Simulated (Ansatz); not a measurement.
## Mg under changes of volume

One of the cells (23.237 Å³/atom); the others are scaled copies at fixed shape and fractional positions:

```
Mg
1.0
     3.20930    0.00000    0.00000
    -1.60465    2.77934    0.00000
     0.00000    0.00000    5.21030
Mg
2
Direct
  0.66667 0.33333 0.75000
  0.33333 0.66667 0.25000
```

```yaml
Program: Ansatz 0.2.0
Functional: PBE
Potentials_or_basis: Ansatz NC
Cutoff: "1143 eV (not typed: the program's choice for these potentials)"
k_mesh: 10 × 10 × 5
Occupations: fermi-dirac, width 0.05 eV
Spin: no spin polarisation
```

| volume (Å³/atom) | energy over the lowest point (meV/atom) | pressure (GPa) |
| --- | --- | --- |
| 21.843 | 6.45 | 2.0 |
| 22.308 | 2.02 | 1.1 |
| 22.772 | 0.00 | 0.3 |
| 23.237 | 0.14 | -0.4 |
| 23.702 | ? | ? |
| 24.167 | 6.08 | -1.6 |
| 24.631 | 11.50 | -2.1 |

Problem. What does the run at 23.702 Å³/atom give?

Solution. Energy over the lowest point 2.23 meV/atom; pressure -1.0 GPa.

Worked out: A Birch-Murnaghan fit of order 3 (a polynomial in V^(-2/3)) to the other rows has its minimum at 22.97 Å³/atom with B0 = V·E''(V) = 35 GPa and B' = 4.2 at fixed shape and positions, which overstates the stiffness. It gives 2.23 meV/atom at 23.702 Å³/atom, against the run's 2.23, and -dE/dV = -1.0 GPa, against -1.0.

Energies are extrapolated to zero smearing.
